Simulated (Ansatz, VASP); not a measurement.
## ScAl2 in VASP and in Ansatz

INCAR

```
PREC = Accurate
ENCUT = 520
EDIFF = 1E-6
ISMEAR = 1
SIGMA = 0.1
LREAL = False
LASPH = True
NELM = 80
ALGO = Normal
ISIF = 2
LWAVE = False
LCHARG = False
NBANDS = 26
```

KPOINTS

```
Automatic mesh
0
Gamma
  5 5 5
```

File POSCAR:

```
ScAl2
1.0
    0.0000000000      3.6200643195      3.6200643195
    3.6200643195      0.0000000000      3.6200643195
    3.6200643195      3.6200643195      0.0000000000
Sc Al
2 4
Direct
    0.5000000000      0.5000000000      0.5000000000
    0.7500000000      0.7500000000      0.7500000000
    0.1250000000      0.1250000000      0.1250000000
    0.6250000000      0.1250000000      0.1250000000
    0.1250000000      0.6250000000      0.1250000000
    0.1250000000      0.1250000000      0.6250000000
```

Input for Ansatz:

```yaml
crystal:
  lattice:
    - [0.0, 3.6200643194585593, 3.6200643194585593]
    - [3.6200643194585593, 0.0, 3.6200643194585593]
    - [3.6200643194585593, 3.6200643194585593, 0.0]
  atoms:
    - { symbol: Sc, position: [0.5, 0.5, 0.5] }
    - { symbol: Sc, position: [0.75, 0.75, 0.75] }
    - { symbol: Al, position: [0.125, 0.125, 0.125] }
    - { symbol: Al, position: [0.625, 0.125, 0.125] }
    - { symbol: Al, position: [0.125, 0.625, 0.125] }
    - { symbol: Al, position: [0.125, 0.125, 0.625] }
basis:
  ecutwfc: 653.073269903712
  xc_grid: 2
kpoints:
  mp_grid:
    grid: [5, 5, 5]
hamiltonian:
  xc: lda
scf:
  n_extra_bands: 12
  convergence:
    dr2_threshold: 1.0e-07
  occupations:
    method: methfessel_paxton
output:
  stress: true
```

The cell comes from a database or a generator and needn't be the stable form of this composition.

Alike in both runs: task single point; functional LDA; k mesh 5 × 5 × 5; no spin polarisation.

```csv
,VASP,Ansatz
version,VASP 6.6.1,Ansatz 0.2.0
potentials or method,"VASP PAW LDA potentials, release 64 (Sc_sv, Al)","plane waves, PAW"
plane-wave cutoff (eV),520,653
occupations,"methfessel-paxton of order 1, width 0.1 eV",methfessel-paxton of order 1
valence electrons in the cell,34,34
```

|  | VASP | Ansatz | Ansatz less VASP |
| --- | --- | --- | --- |
| pressure (GPa) | 10.2 | 10.0 | -0.28 |

Ansatz warned: «stress_scf_threshold_loose».
